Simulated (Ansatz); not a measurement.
# Sb (fcc type): the cost of one run

Program: Ansatz 0.2.0. Level of theory: DFT, PBE, all-electron LAPW, scalar-relativistic. These are calculated values, not measurements.

## Step 1: Starting point

The structure is cubic, space group Fm-3m (No. 225). The conventional cell has a = 4.617 Å, b = 4.617 Å, c = 4.617 Å, α = 90.00°, β = 90.00°, γ = 90.00°. Sb (site symmetry m-3m) is surrounded by 12 Sb at 3.26 Å.

Structure file:

```
Sb
1.0
     0.00000    2.30844    2.30844
     2.30844    0.00000    2.30844
     2.30844    2.30844    0.00000
Sb
1
Cartesian
  0.0000 0.0000 0.0000
```

## Step 2: Fcc relaxed under pressure, LAPW

input.yaml reads:

```yaml
crystal:
  lattice:
    - [0.0, 2.3084406308, 2.3084406308]
    - [2.3084406308, 0.0, 2.3084406308]
    - [2.3084406308, 2.3084406308, 0.0]
  atoms:
    - { symbol: Sb, position: [0.0, 0.0, 0.0] }
kpoints:
  mp_grid: { grid: [14, 14, 14] }
scf:
  occupations: { method: fermi_dirac, width: 0.1 }
hamiltonian:
  xc: pbe
  pseudopotentials: { kind: all_electron, lapw: { basis_error: 0.0005 } }
output:
  forces: true
  stress: true
  eigenvalues: true
relax:
  f_tol: 0.005
  max_steps: 12
  cell: { p_target: 8.4, stress_tol: 0.03 }
```

Command:

```
$ ansatz run input.yaml --threads 1 --pin off --max-ram 3584MiB --backend cpu --events-out ev --progress --plain --runs-dir out
```

What time and memory should one allow on 1 thread of Arm Neoverse V1, shared host?

About 12 s, with a peak of 0.3 GiB.
